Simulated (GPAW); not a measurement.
# Ge (Ia-3) in GPAW: a series of runs

Aim: see how the results for Ge move with the level of theory and the settings. Levels: PBEsol, PBEsol+D3, PBEsol+D3(BJ). Tasks: relaxation of cell and atoms.

Program: GPAW 26.7.0. These are calculated values, not measurements. Logs are shortened: lines on timing, memory, paths and dates and some standing lists are left out, and cuts for length are marked. The log counts tension as positive stress, the text compression.

### 1 Starting point

Symmetry: Ia-3, No. 206, cubic system. Conventional cell: a = 6.968 Å, b = 6.968 Å, c = 6.968 Å, α = 90.00°, β = 90.00°, γ = 90.00°. Ge (site symmetry 3) is surrounded by 4 Ge at 2.43 to 2.51 Å.

This isn't the form of Ge at room conditions, which is diamond.

### 2 Relaxation of cell and atoms, PBEsol

File run.py:

```python
from ase import Atoms
from ase.filters import FrechetCellFilter
from ase.io import write
from ase.optimize import BFGS
from gpaw import GPAW, PW, setup_paths

setup_paths.insert(0, '.')

atoms = Atoms(['Ge', 'Ge', 'Ge', 'Ge', 'Ge', 'Ge', 'Ge', 'Ge'],
              cell=[[-3.48417028, 3.48417028, 3.48417028],
                    [3.48417028, -3.48417028, 3.48417028],
                    [3.48417028, 3.48417028, -3.48417028]],
              scaled_positions=[[0.29889908, 0.29889908, 0.29889908],
                                [0.0, 0.20110092, 0.5],
                                [0.20110092, 0.5, 0.0],
                                [0.5, 0.0, 0.20110092],
                                [0.70110092, 0.70110092, 0.70110092],
                                [0.0, 0.79889908, 0.5],
                                [0.79889908, 0.5, 0.0],
                                [0.5, 0.0, 0.79889908]],
              pbc=True)

calc = GPAW(mode=PW(600),
            xc='PBEsol',
            kpts={'size': (6, 6, 6), 'gamma': True},
            occupations={'name': 'fermi-dirac', 'width': 0.05},
            nbands=32,
            convergence={'density': 1e-05, 'forces': 0.0001},
            maxiter=150,
            txt='gpaw.txt')
atoms.calc = calc
opt = BFGS(FrechetCellFilter(atoms), trajectory='relax.traj', logfile='-')
done = opt.run(fmax=0.02, steps=60)
calc.write('gs.gpw')
write('result.traj', atoms)
print('Converged:', done)
print('Cell:', atoms.cell.cellpar().round(4))
print('Volume:', round(atoms.get_volume(), 4))
print(atoms.get_scaled_positions().round(5))
```

Potentials or basis: PAW data sets generated in the run's folder for this functional, pw.

On the command line:

```sh
gpaw-setup -f PBEsol Ge
OMP_NUM_THREADS=1 python run.py
```

gpaw.txt:

```text
__  _  _
 | _ |_)|_||  |
 |__||  | ||/\| - 26.7.0

Input parameters:
  mode=PW(ecut=600.0),
  convergence={'density': 1e-05, 'forces': 0.0001},
  kpts=MonkhorstPack(size=(6, 6, 6), gamma=True),
  maxiter=150,
  nbands=32,
  occupations=Occupations(name='fermi-dirac', width=0.05),
  xc=XC(name='PBEsol')

Diagonalizing LCAO Hamiltonian
Converting LCAO to pw mode

         Ge

                  Ge
         Ge
            GeGe
                Ge
                     Ge
                 Ge

Atoms  # Å, Bohr magnetons
|   | symbol |         x |         y |         z |    initial magnetic moments |
|---|--------|-----------|-----------|-----------|-----------------------------|
| 0 |     Ge |  1.041415 |  1.041415 |  1.041415 | ( 0.0000,  0.0000,  0.0000) |
| 1 |     Ge |  2.442755 |  1.041415 | -1.041415 | ( 0.0000,  0.0000,  0.0000) |
| 2 |     Ge |  1.041415 | -1.041415 |  2.442755 | ( 0.0000,  0.0000,  0.0000) |
| 3 |     Ge | -1.041415 |  2.442755 |  1.041415 | ( 0.0000,  0.0000,  0.0000) |
| 4 |     Ge |  2.442755 |  2.442755 |  2.442755 | ( 0.0000,  0.0000,  0.0000) |
| 5 |     Ge |  4.525586 | -1.041415 |  1.041415 | ( 0.0000,  0.0000,  0.0000) |
| 6 |     Ge | -1.041415 |  1.041415 |  4.525586 | ( 0.0000,  0.0000,  0.0000) |
| 7 |     Ge |  1.041415 |  4.525586 | -1.041415 | ( 0.0000,  0.0000,  0.0000) |

Unit cell  # Å
| periodic |         x |         y |         z |  lengths |     angles |
|----------|-----------|-----------|-----------|----------|------------|
|      yes | -3.484170 |  3.484170 |  3.484170 | 6.034760 | 109.471221 |
|      yes |  3.484170 | -3.484170 |  3.484170 | 6.034760 | 109.471221 |
|      yes |  3.484170 |  3.484170 | -3.484170 | 6.034760 | 109.471221 |
[... 157 lines left out ...]
|          8 |         1.935 |     2.000 |
|          9 |         1.935 |     2.000 |
|         10 |         2.876 |     2.000 |
|         11 |         2.876 |     2.000 |
|         12 |         2.876 |     2.000 |
|         13 |         5.196 |     2.000 |
[... 8 lines left out ...]
|         22 |        11.303 |     0.000 |
|         23 |        11.303 |     0.000 |
|        ... |               |           |
|         31 |        13.624 |     0.000 |

No gap
No difference between direct/indirect transitions

Stress tensor  # eV/Ang^3
|         x |         y |         z |
|-----------|-----------|-----------|
|  0.000834 | -0.000000 | -0.000000 |
| -0.000000 |  0.000834 | -0.000000 |
| -0.000000 | -0.000000 |  0.000834 |

Forces  # eV/Ang
|        x |        y |        z |
|----------|----------|----------|
| -0.13871 | -0.13871 | -0.13871 |  # Ge   0
|  0.13871 | -0.13871 |  0.13871 |  # Ge   1
| -0.13871 |  0.13871 |  0.13871 |  # Ge   2
|  0.13871 |  0.13871 | -0.13871 |  # Ge   3
|  0.13871 |  0.13871 |  0.13871 |  # Ge   4
| -0.13871 |  0.13871 | -0.13871 |  # Ge   5
|  0.13871 | -0.13871 | -0.13871 |  # Ge   6
| -0.13871 | -0.13871 |  0.13871 |  # Ge   7

Interpolating wave functions to new cell

        Ge
[... 138 lines left out ...]
convergence criteria:
- Maximum integral of absolute [dens]ity change: 1e-05 electrons / valence electron
- Maximum change in the atomic [forces] across last 2 cycles: 0.0001 eV/Ang OR
Maximum error relative to the maximum force is below inf
- Maximum [total energy] change in last 3 cyles: 0.0005 eV / valence electron
- Maximum integral of absolute [eigenst]ate change: 4e-08 eV^2 / valence electron
maximum number of iterations: 150

SCF iterations
|iter     | |      energy | eigst |  dens |force |
|---------|-|-------------|-------|-------|------|
|iter:   1| |  -38.501190 | -3.09 |       |      |
|iter:   2| |  -38.500691 | -5.39 | -2.29 |      |
|iter:   3| |  -38.498285c| -4.41 | -2.33 |      |
|iter:   4| |  -38.498273c| -6.21 | -3.25 |      |
|iter:   5| |  -38.498273c| -7.78c| -3.71 |      |
|iter:   6| |  -38.498273c| -8.57c| -4.83 |      |
|iter:   7| |  -38.498273c| -9.25c| -5.30c|      |
|iter:   8| |  -38.498273c|-10.14c| -6.04c|-4.65c|

Converged in 8 steps
Energy contributions relative to reference atoms: (reference = -456446.079505)

Energy contributions:
  Kinetic:          85.314754
  Coulomb:         -76.436708
  Zero:             -0.016098
  External:          0.000000
  Xc:              -47.353521
  Entropy:          -0.013399
  Spinorbit:         0.000000
  ----------------------------
  Free energy:     -38.504972
  Extrapolated:    -38.498273

dipole moment: (0.000867, 0.000867, 0.000867)  # |e|*Ang

Fermi level: 6.450
Eigenvalues  # (at kpt = [0.000, 0.000, 0.000])
| band index |      eig [eV] | occ [0-2] |
|------------|---------------|-----------|
|          0 |        -6.420 |     2.000 |
|        ... |               |           |
|          8 |         1.937 |     2.000 |
|          9 |         1.937 |     2.000 |
|         10 |         2.870 |     2.000 |
|         11 |         2.870 |     2.000 |
|         12 |         2.870 |     2.000 |
|         13 |         5.187 |     2.000 |
[... 8 lines left out ...]
|         22 |        11.306 |     0.000 |
|         23 |        11.306 |     0.000 |
|        ... |               |           |
|         31 |        13.603 |     0.000 |

No gap
No difference between direct/indirect transitions

Stress tensor  # eV/Ang^3
|         x |         y |         z |
|-----------|-----------|-----------|
|  0.001332 | -0.000000 | -0.000000 |
| -0.000000 |  0.001332 | -0.000000 |
| -0.000000 | -0.000000 |  0.001332 |

Forces  # eV/Ang
|        x |        y |        z |
|----------|----------|----------|
| -0.11071 | -0.11071 | -0.11071 |  # Ge   0
|  0.11071 | -0.11071 |  0.11071 |  # Ge   1
| -0.11071 |  0.11071 |  0.11071 |  # Ge   2
|  0.11071 |  0.11071 | -0.11071 |  # Ge   3
|  0.11071 |  0.11071 |  0.11071 |  # Ge   4
| -0.11071 |  0.11071 | -0.11071 |  # Ge   5
|  0.11071 | -0.11071 | -0.11071 |  # Ge   6
| -0.11071 | -0.11071 |  0.11071 |  # Ge   7

Interpolating wave functions to new cell

        Ge
[... 138 lines left out ...]
convergence criteria:
- Maximum integral of absolute [dens]ity change: 1e-05 electrons / valence electron
- Maximum change in the atomic [forces] across last 2 cycles: 0.0001 eV/Ang OR
Maximum error relative to the maximum force is below inf
- Maximum [total energy] change in last 3 cyles: 0.0005 eV / valence electron
- Maximum integral of absolute [eigenst]ate change: 4e-08 eV^2 / valence electron
maximum number of iterations: 150

SCF iterations
|iter     | |      energy | eigst |  dens |force |
|---------|-|-------------|-------|-------|------|
|iter:   1| |  -38.557015 | -1.89 |       |      |
|iter:   2| |  -38.548827 | -4.18 | -1.69 |      |
|iter:   3| |  -38.509517 | -3.21 | -1.73 |      |
|iter:   4| |  -38.509293 | -5.01 | -2.64 |      |
|iter:   5| |  -38.509292c| -6.55 | -3.10 |      |
|iter:   6| |  -38.509292c| -8.35c| -4.24 |      |
|iter:   7| |  -38.509292c| -8.43c| -4.70 |      |
|iter:   8| |  -38.509292c| -9.25c| -5.50c|      |
|iter:   9| |  -38.509292c|-10.15c| -6.39c|-4.88c|

Converged in 9 steps
Energy contributions relative to reference atoms: (reference = -456446.079505)

Energy contributions:
  Kinetic:          83.356013
  Coulomb:         -74.777338
  Zero:             -0.016467
  External:          0.000000
  Xc:              -47.064388
  Entropy:          -0.014223
  Spinorbit:         0.000000
  ----------------------------
  Free energy:     -38.516403
  Extrapolated:    -38.509292

dipole moment: (0.000867, 0.000867, 0.000867)  # |e|*Ang

Fermi level: 6.475
Eigenvalues  # (at kpt = [0.000, 0.000, 0.000])
| band index |      eig [eV] | occ [0-2] |
|------------|---------------|-----------|
|          0 |        -6.399 |     2.000 |
|        ... |               |           |
|          8 |         1.949 |     2.000 |
|          9 |         1.949 |     2.000 |
|         10 |         2.852 |     2.000 |
|         11 |         2.852 |     2.000 |
|         12 |         2.852 |     2.000 |
|         13 |         5.155 |     2.000 |
[... 8 lines left out ...]
|         22 |        11.317 |     0.000 |
|         23 |        11.317 |     0.000 |
|        ... |               |           |
|         31 |        13.526 |     0.000 |

No gap
No difference between direct/indirect transitions

Stress tensor  # eV/Ang^3
|         x |         y |         z |
|-----------|-----------|-----------|
|  0.003032 | -0.000000 | -0.000000 |
| -0.000000 |  0.003032 | -0.000000 |
| -0.000000 | -0.000000 |  0.003032 |

Forces  # eV/Ang
|        x |        y |        z |
|----------|----------|----------|
| -0.00880 | -0.00880 | -0.00880 |  # Ge   0
|  0.00880 | -0.00880 |  0.00880 |  # Ge   1
| -0.00880 |  0.00880 |  0.00880 |  # Ge   2
|  0.00880 |  0.00880 | -0.00880 |  # Ge   3
|  0.00880 |  0.00880 |  0.00880 |  # Ge   4
| -0.00880 |  0.00880 | -0.00880 |  # Ge   5
|  0.00880 | -0.00880 | -0.00880 |  # Ge   6
| -0.00880 | -0.00880 |  0.00880 |  # Ge   7

Interpolating wave functions to new cell

        Ge
[... 180 lines left out ...]
|          8 |         1.953 |     2.000 |
|          9 |         1.953 |     2.000 |
|         10 |         2.852 |     2.000 |
|         11 |         2.852 |     2.000 |
|         12 |         2.852 |     2.000 |
|         13 |         5.155 |     2.000 |
[... 8 lines left out ...]
|         22 |        11.323 |     0.000 |
|         23 |        11.323 |     0.000 |
|        ... |               |           |
|         31 |        13.523 |     0.000 |

No gap
No difference between direct/indirect transitions

Stress tensor  # eV/Ang^3
|         x |         y |         z |
|-----------|-----------|-----------|
|  0.003051 | -0.000000 | -0.000000 |
| -0.000000 |  0.003051 | -0.000000 |
| -0.000000 | -0.000000 |  0.003051 |

Forces  # eV/Ang
|        x |        y |        z |
|----------|----------|----------|
|  0.00108 |  0.00108 |  0.00108 |  # Ge   0
| -0.00108 |  0.00108 | -0.00108 |  # Ge   1
|  0.00108 | -0.00108 | -0.00108 |  # Ge   2
| -0.00108 | -0.00108 |  0.00108 |  # Ge   3
| -0.00108 | -0.00108 | -0.00108 |  # Ge   4
|  0.00108 | -0.00108 |  0.00108 |  # Ge   5
| -0.00108 |  0.00108 |  0.00108 |  # Ge   6
|  0.00108 |  0.00108 | -0.00108 |  # Ge   7

Interpolating wave functions to new cell

        Ge
[... 181 lines left out ...]
|          8 |         1.960 |     2.000 |
|          9 |         1.960 |     2.000 |
|         10 |         2.856 |     2.000 |
|         11 |         2.856 |     2.000 |
|         12 |         2.856 |     2.000 |
|         13 |         5.161 |     2.000 |
[... 8 lines left out ...]
|         22 |        11.339 |     0.000 |
|         23 |        11.339 |     0.000 |
|        ... |               |           |
|         31 |        13.531 |     0.000 |

No gap
No difference between direct/indirect transitions

Stress tensor  # eV/Ang^3
|         x |         y |         z |
|-----------|-----------|-----------|
|  0.002806 | -0.000000 | -0.000000 |
| -0.000000 |  0.002806 | -0.000000 |
| -0.000000 | -0.000000 |  0.002806 |

Forces  # eV/Ang
|        x |        y |        z |
|----------|----------|----------|
|  0.00969 |  0.00969 |  0.00969 |  # Ge   0
| -0.00969 |  0.00969 | -0.00969 |  # Ge   1
|  0.00969 | -0.00969 | -0.00969 |  # Ge   2
| -0.00969 | -0.00969 |  0.00969 |  # Ge   3
| -0.00969 | -0.00969 | -0.00969 |  # Ge   4
|  0.00969 | -0.00969 |  0.00969 |  # Ge   5
| -0.00969 |  0.00969 |  0.00969 |  # Ge   6
|  0.00969 |  0.00969 | -0.00969 |  # Ge   7

Interpolating wave functions to new cell

        Ge
[... 660 lines left out ...]
Forces  # eV/Ang
|        x |        y |        z |
|----------|----------|----------|
|  0.00593 |  0.00593 |  0.00593 |  # Ge   0
| -0.00593 |  0.00593 | -0.00593 |  # Ge   1
|  0.00593 | -0.00593 | -0.00593 |  # Ge   2
| -0.00593 | -0.00593 |  0.00593 |  # Ge   3
| -0.00593 | -0.00593 | -0.00593 |  # Ge   4
|  0.00593 | -0.00593 |  0.00593 |  # Ge   5
| -0.00593 |  0.00593 |  0.00593 |  # Ge   6
|  0.00593 |  0.00593 | -0.00593 |  # Ge   7

# Writing to gs.gpw (mode='')
```

Wall time 16 min (1 thread of Arm Neoverse V1, shared host); peak memory 0.63 GiB.

Results:

* Free energy: -38.5183 eV
* Relaxed volume: 20.96 Å³/atom
* Relaxed cell: a = 6.017 Å, b = 6.017 Å, c = 6.017 Å, α = 109.47°, β = 109.47°, γ = 109.47°
* Space group after relaxing (to 0.05 Å): Ia-3 (No. 206)
* Energy gained by relaxing: 2.3 meV/atom
* Ionic steps: 8
* Pressure after relaxing: 0.0 GPa
* Largest force after relaxing: 0.010 eV/Å
* Band gap on the k mesh: none (metal or under the smearing width)

Forces on the atoms (eV/Å):
```
Ge   0.006  0.006  0.006
Ge  -0.006  0.006 -0.006
Ge   0.006 -0.006 -0.006
Ge  -0.006 -0.006  0.006
Ge  -0.006 -0.006 -0.006
Ge   0.006 -0.006  0.006
Ge  -0.006  0.006  0.006
Ge   0.006  0.006 -0.006
```

The path:
```tsv
step	energy change (eV)	largest force (eV/Å)	pressure (GPa)	volume (Å³)
1	0.0000	0.2403	-0.13	169.18
2	-0.0059	0.1918	-0.21	169.17
3	-0.0169	0.0152	-0.49	169.04
4	-0.0171	0.0019	-0.49	168.96
5	-0.0174	0.0168	-0.45	168.79
6	-0.0179	0.0285	-0.32	168.41
7	-0.0183	0.0252	-0.13	167.94
8	-0.0185	0.0103	-0.01	167.70
```

Final structure:
```
CELL_PARAMETERS angstrom
-3.47398 3.47398 3.47398
3.47398 -3.47398 3.47398
3.47398 3.47398 -3.47398
ATOMIC_POSITIONS crystal
Ge 0.29536 0.29536 0.29536
Ge 0.00000 0.20464 0.50000
Ge 0.20464 0.50000 0.00000
Ge 0.50000 0.00000 0.20464
Ge 0.70464 0.70464 0.70464
Ge 0.00000 0.79536 0.50000
Ge 0.79536 0.50000 0.00000
Ge 0.50000 0.00000 0.79536
```

Caveat: later steps reuse the first step's grids.

### 3 Relaxation of cell and atoms, PBEsol+D3

Edit run.py of step 2 so:

```diff
@@ -1,2 +1,3 @@
 from ase import Atoms
+from ase.calculators.mixing import SumCalculator
 from ase.filters import FrechetCellFilter
@@ -4,2 +5,3 @@
 from ase.optimize import BFGS
+from dftd3.ase import DFTD3
 from gpaw import GPAW, PW, setup_paths
@@ -30,3 +32,3 @@
             txt='gpaw.txt')
-atoms.calc = calc
+atoms.calc = SumCalculator([calc, DFTD3(method='pbesol', damping='d3zero')])
 opt = BFGS(FrechetCellFilter(atoms), trajectory='relax.traj', logfile='-')
```

Potentials or basis: PAW data sets generated in the run's folder for this functional, pw.

On the command line:

```sh
gpaw-setup -f PBEsol Ge
OMP_NUM_THREADS=1 python run.py
```

It took 16 min on 1 thread of Arm Neoverse V1, shared host; peak memory 0.64 GiB.

It converged, with:

```yaml
Free_energy: -39.6429 eV
Relaxed_volume: 20.79 Å³/atom
Relaxed_cell: a = 6.001 Å, b = 6.001 Å, c = 6.001 Å, α = 109.47°, β = 109.47°, γ = 109.47°
Space_group_after_relaxing_to_0.05_Å: Ia-3 (No. 206)
Energy_gained_by_relaxing: 2.9 meV/atom
Ionic_steps: 8
Pressure_after_relaxing: 0.0 GPa
Largest_force_after_relaxing: 0.008 eV/Å
Band_gap_on_the_k_mesh: none (metal or under the smearing width)
Dispersion_energy_per_atom: -0.141 eV
```

Forces on the atoms (eV/Å):
```
Ge   0.005  0.005  0.005
Ge  -0.005  0.005 -0.005
Ge   0.005 -0.005 -0.005
Ge  -0.005 -0.005  0.005
Ge  -0.005 -0.005 -0.005
Ge   0.005 -0.005  0.005
Ge  -0.005  0.005  0.005
Ge   0.005  0.005 -0.005
```

Step by step:
```tsv
step	energy change (eV)	largest force (eV/Å)	pressure (GPa)	volume (Å³)
1	0.0000	0.2252	-0.68	169.18
2	-0.0055	0.1811	-0.72	169.10
3	-0.0177	0.0006	-0.86	168.62
4	-0.0184	0.0194	-0.83	168.44
5	-0.0198	0.0466	-0.67	167.89
6	-0.0213	0.0530	-0.40	167.17
7	-0.0225	0.0328	-0.09	166.51
8	-0.0229	0.0083	0.02	166.36
```

Final structure:
```yaml
crystal:
  lattice:
    - [-3.46468, 3.46468, 3.46468]
    - [3.46468, -3.46468, 3.46468]
    - [3.46468, 3.46468, -3.46468]
  atoms:
    - { symbol: Ge, position: [0.29526, 0.29526, 0.29526] }
    - { symbol: Ge, position: [0.00000, 0.20474, 0.50000] }
    - { symbol: Ge, position: [0.20474, 0.50000, 0.00000] }
    - { symbol: Ge, position: [0.50000, 0.00000, 0.20474] }
    - { symbol: Ge, position: [0.70474, 0.70474, 0.70474] }
    - { symbol: Ge, position: [0.00000, 0.79526, 0.50000] }
    - { symbol: Ge, position: [0.79526, 0.50000, 0.00000] }
    - { symbol: Ge, position: [0.50000, 0.00000, 0.79526] }
```

Levels at points of the mesh, in eV from the Fermi level:
| k point | band 13 | band 14 | band 15 | band 16 | band 17 | band 18 | band 19 | band 20 |
| --- | --- | --- | --- | --- | --- | --- | --- | --- |
| (0.00, 0.00, 0.00) | -3.72 | -1.36 | -1.36 | -0.80 | 1.62 | 1.62 | 1.62 | 3.90 |
| (0.50, 0.00, 0.00) | -1.97 | -1.97 | -1.14 | -1.14 | 0.38 | 0.38 | 1.80 | 1.80 |
| (0.50, 0.50, 0.00) | -1.97 | -1.97 | -1.14 | -1.14 | 0.38 | 0.38 | 1.80 | 1.80 |
| (0.50, 0.50, 0.50) | -2.47 | -1.60 | 0.45 | 0.45 | 0.45 | 1.48 | 2.41 | 2.83 |

Caveat: later steps reuse the first step's grids; pairwise dispersion overbinds metals, which lowers pressure and volume.

(Continued in part 2 of 2.)
